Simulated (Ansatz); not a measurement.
# Hf under changes of volume

One of the cells (23.523 Å³/atom); the others are scaled copies at fixed shape and fractional positions:

```
CELL_PARAMETERS angstrom
-1.80500 1.80500 1.80500
1.80500 -1.80500 1.80500
1.80500 1.80500 -1.80500
ATOMIC_POSITIONS crystal
Hf 0.00000 0.00000 0.00000
```

This isn't the form of Hf at room conditions, which is hcp.

```yaml
Program: Ansatz 0.2.0
Functional: PBEsol
Potentials_or_basis: all-electron LAPW, scalar-relativistic
Cutoff: 213 eV (chosen from the basis error)
Basis_error_allowed: 0.001 eV/atom
k_mesh: 10 × 10 × 10
Occupations: fermi-dirac, width 0.05 eV
Spin: no spin polarisation
```

```tsv
volume (Å³/atom)	energy over the lowest point (meV/atom)	pressure (GPa)
22.112	0.00	-3.7
22.582	14.04	-5.7
23.052	33.55	-7.4
23.523	58.05	-9.0
23.993	87.04	-10.4
24.464	?	?
24.934	156.60	-12.9
```

Question: What does the run at 24.464 Å³/atom give?

Answer: Energy over the lowest point 120.04 meV/atom; pressure -11.7 GPa.

Worked out: A Birch-Murnaghan fit of order 3 (a polynomial in V^(-2/3)) to the other rows has no minimum within the range. It gives 120.04 meV/atom at 24.464 Å³/atom, against the run's 120.04, and -dE/dV = -11.9 GPa, against -11.7.

Energies are extrapolated to zero smearing.
